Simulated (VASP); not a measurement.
Input:

```
Sb2Te3
1.0
   10.05687    -2.13563    -0.02395
   10.05687     2.13563    -0.02395
    9.61210     0.00000     3.64824
Sb Te
2 3
Direct
  0.39854   0.39854   0.39854
  0.60146   0.60146   0.60146
  0.00000   0.00000   0.00000
  0.21091   0.21091   0.21091
  0.78909   0.78909   0.78909
```

All values below come from PBEsol GGA, VASP's PBE PAW potentials (set 64) (plane waves; VASP). Settings: 520 eV cut-off, 7×7×7 Γ-centred mesh, tetrahedra with Blöchl corrections, potentials Sb Te.

Without a dispersion term in the relaxation, distances and binding between the weakly bound layers, chains or molecules are unreliable, and so is what depends on them. Unless said otherwise, spin-orbit coupling is left out, though it shifts the bands of the heavy elements here.

Task: Estimate the energy per atom (σ→0), band gap (on the k-mesh) with the smallest direct gap where there is one.

Result: 
```json
{
  "band gap (on the k-mesh)": "0.11 eV",
  "smallest direct gap (on the k-mesh)": "0.11 eV",
  "energy per atom (σ→0)": "-392.0 kJ/mol of atoms"
}
```

The absolute energy has meaning only against runs of the same code, potentials and settings.

The compound is Sb2Te3 in the tetradymite structure. It was relaxed first.
